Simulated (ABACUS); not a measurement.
# GaN (F-43m) in ABACUS: further runs, part 2 of 2

ABACUS 3.10.1. The steps go on from the part before.

### 3 Single point, r2SCAN

Input file INPUT:

```
INPUT_PARAMETERS
suffix              GaN
calculation         scf
basis_type          lcao
pseudo_dir          ./
orbital_dir         ./
symmetry            1
dft_functional      MGGA_X_R2SCAN+MGGA_C_R2SCAN
ecutwfc             100
pseudo_rcut         10
nspin               1
nbands              19
ks_solver           genelpa
smearing_method     fd
smearing_sigma      0.00367493
scf_thr             1e-07
scf_nmax            100
mixing_type         broyden
mixing_beta         0.7
cal_force           1
cal_stress          1
mixing_tau          1
out_mul             1
out_chg             1
```

Input file STRU:

```
ATOMIC_SPECIES
Ga 69.7230 Ga_ONCV_PBE-1.2.upf
N 14.0070 N_ONCV_PBE-1.2.upf

NUMERICAL_ORBITAL
Ga_confined-atom_8au_2s2p2d.orb
N_confined-atom_6au_2s2p1d.orb

LATTICE_CONSTANT
1.8897261246

LATTICE_VECTORS
0.0000000000 2.2535006075 2.2535006075
2.2535006075 0.0000000000 2.2535006075
2.2535006075 2.2535006075 0.0000000000

ATOMIC_POSITIONS
Direct

Ga
0.0
1
0.0000000000 0.0000000000 0.0000000000 1 1 1

N
0.0
1
0.2500000000 0.2500000000 0.2500000000 1 1 1
```

Input file KPT:

```
K_POINTS
0
Gamma
7 7 7 0 0 0
```

Potentials or basis: SG15 ONCV 1.2 PBE, DZP LCAO (the cutoffs set its grid).

On the command line:

```bash
> OMP_NUM_THREADS=1 mpirun -np 4 abacus > log
```

running log:

```text
ABACUS v3.10.1

               Atomic-orbital Based Ab-initio Computation at UStc

 ------------------------------------------------------------------------------------

 READING GENERAL INFORMATION
                           global_out_dir = OUT.GaN/
                           global_in_card = INPUT
                               pseudo_dir = ./
[... 8 lines left out ...]

 READING ATOM TYPE 1
                               atom label = Ga
                      L=0, number of zeta = 2
                      L=1, number of zeta = 2
                      L=2, number of zeta = 2
             number of atom for this type = 1

 READING ATOM TYPE 2
                               atom label = N
                      L=0, number of zeta = 2
                      L=1, number of zeta = 2
                      L=2, number of zeta = 1
             number of atom for this type = 1

                        TOTAL ATOM NUMBER = 2
DIRECT COORDINATES
    atom                   x                   y                   z     mag                  vx                  vy                  vz
taud_Ga1            0.0000000000        0.0000000000        0.0000000000  0.0000        0.0000000000        0.0000000000        0.0000000000
taud_N1            0.2500000000        0.2500000000        0.2500000000  0.0000        0.0000000000        0.0000000000        0.0000000000

                          Volume (Bohr^3) = 154.454
                             Volume (A^3) = 22.8877

 Lattice vectors: (Cartesian coordinate: in unit of a_0)
                   +0             +2.2535             +2.2535
              +2.2535                  +0             +2.2535
              +2.2535             +2.2535                  +0
 Reciprocal vectors: (Cartesian coordinate: in unit of 2 pi/a_0)
            -0.221877           +0.221877           +0.221877
            +0.221877           -0.221877           +0.221877
            +0.221877           +0.221877           -0.221877
 The esolver type has been set to : ksdft_lcao

                PAO radial cut off (Bohr) = 10

 Read in pseudopotential file is Ga_ONCV_PBE-1.2.upf
                     pseudopotential type = NC
          exchange-correlation functional = PBE
[... 221 lines left out ...]
                            UnitCellTotal = 125
              Atom number in sub-FFT-grid = 2
    Local orbitals number in sub-FFT-grid = 31
                                ParaV.nnr = 43192
                                 init_chg = atomic

 LCAO ALGORITHM --------------- ION=   1  ELEC=   1--------------------------------

 Density error is 0.109689855414
----------------------------------------------------------
     Energy           Rydberg                 eV
----------------------------------------------------------
 E_KohnSham     -149.7965013039      -2038.0859581979
 E_Harris       -149.1361397942      -2029.1012789253
 E_Fermi        0.6912695725         9.4052050401
----------------------------------------------------------
[... 91 lines left out ...]
 Density error is 2.27018576521e-08
----------------------------------------------------------
     Energy           Rydberg                 eV
----------------------------------------------------------
 E_KohnSham     -150.0385819190      -2041.3796339381
 E_KS(sigma->0) -150.0385819190      -2041.3796339381
 E_Harris       -150.0385814406      -2041.3796274292
 E_band         0.4111506920         5.5939921475
 E_one_elec     -53.4723300192       -727.5283735974
 E_Hartree      42.1439362105        573.3976686115
 E_xc           -22.0358709941       -299.8134059128
 E_Ewald        -116.6743171162      -1587.4355230393
 E_entropy(-TS) -0.0000000000        -0.0000000000
 E_descf        0.0000000000         0.0000000000
 E_exx          0.0000000000         0.0000000000
 E_Fermi        0.8520242692         11.5923848951
----------------------------------------------------------

 charge density convergence is achieved
 final etot is -2041.3796339 eV
 EFERMI = 11.592384895 eV

 STATE ENERGY(eV) AND OCCUPATIONS    NSPIN == 1
 1/20 kpoint (Cartesian) = 0.0000 0.0000 0.0000 (661 pws)
       1       -6.49786     0.00583090
       2       -3.06266     0.00583090
       3       -3.06266     0.00583090
       4       -3.06266     0.00583090
       5       -2.68785     0.00583090
       6       -2.68785     0.00583090
[... 104 lines left out ...]
       6       -2.62528       0.139942
[... 11 lines left out ...]
      18        37.9498        0.00000
      19        39.5175        0.00000

[... levels at 14 further k points ...]

 correction force for each atom along direction 1 is -0.000845865
 correction force for each atom along direction 2 is 0.00309702
 correction force for each atom along direction 3 is 0.00229683
------------------------------------------------------------------------------------------
 TOTAL-FORCE (eV/Angstrom)
------------------------------------------------------------------------------------------
                       Ga1         0.0000000000         0.0000000000         0.0000000000
                        N1         0.0000000000         0.0000000000         0.0000000000
------------------------------------------------------------------------------------------

----------------------------------------------------------------
 TOTAL-STRESS (KBAR)
----------------------------------------------------------------
         3.0424846295         0.0000000000         0.0000000000
         0.0000000000         3.0424846295        -0.0000000000
         0.0000000000        -0.0000000000         3.0424846295
----------------------------------------------------------------
 TOTAL-PRESSURE: 3.042485 KBAR

 --------------------------------------------
 !FINAL_ETOT_IS -2041.3796339380596692 eV
 --------------------------------------------
```

stdout:

```text
ABACUS v3.10.1

               Atomic-orbital Based Ab-initio Computation at UStc

 dft_functional readin is: MGGA_X_R2SCAN+MGGA_C_R2SCAN
 dft_functional in pseudopot file is: PBE
[... 43 lines left out ...]
 GE10    -2.04137963e+03  -1.77880710e-11   2.2702e-08   6.7066e-07   1.56
----------------------------------------------------------------
 TOTAL-STRESS (KBAR)
----------------------------------------------------------------
         3.0424846295         0.0000000000         0.0000000000
         0.0000000000         3.0424846295        -0.0000000000
         0.0000000000        -0.0000000000         3.0424846295
----------------------------------------------------------------
 TOTAL-PRESSURE: 3.042485 KBAR
```

mulliken.txt:

```text
 0
CALCULATE THE MULLIkEN ANALYSIS FOR EACH ATOM
 Total charge:	18
Decomposed Mulliken populations
[... 44 lines left out ...]
px                                     1             -0.0195
py                                     1             -0.0010
SUM OVER M                                           -0.0383
SUM OVER M+Zeta                                       3.9736

dz^2                                   0              0.0095
dxz                                    0              0.0077
dyz                                    0              0.0081
dx^2-y^2                               0              0.0071
dxy                                    0              0.0113
SUM OVER M                                            0.0437
SUM OVER M+Zeta                                       0.0437

SUM OVER M+Zeta+L                                     5.7760

Total Charge on atom:                  N              5.7760
```

Run time: 19 s. Hardware: 4 MPI ranks of Intel Xeon Platinum 8488C (Sapphire Rapids), shared host; peak memory 0.44 GiB.

What came out:

```yaml
Free_energy: -2041.3796 eV
Pressure: 0.3 GPa
Band_gap_on_the_k_mesh: 2.15 eV, direct
Mulliken_charges: Ga +0.78; N -0.78 e
```

Caveat: the atomic orbitals were generated for these runs and aren't a published set; Mulliken charges move with the basis; the potentials were made for another functional, which shifts forces and pressure; the basis of atomic orbitals isn't converged, which shifts pressures, moduli and gaps.

### 4 How close it comes

Step 2. Against the measured gap of GaN, 3.299 eV (direct; 0 K; a printed reference work, textbook), the calculated 1.72 eV is off by -1.58 eV. Spin-orbit coupling on Ga is left out. The value is that of M06-L, without temperature or zero-point motion. The cell is a database's relaxed one, not the measured one, which moves gaps too.

Step 3. Against the measured gap of GaN, 3.299 eV (direct; 0 K; a printed reference work, textbook), the calculated 2.15 eV is off by -1.15 eV. Spin-orbit coupling on Ga is left out. The value is that of r2SCAN in an atomic basis (SG15 ONCV 1.2 PBE, DZP LCAO (the cutoffs set its grid)), whose error adds to the functional's,, without temperature or zero-point motion. The cell is a database's relaxed one, not the measured one, which moves gaps too.
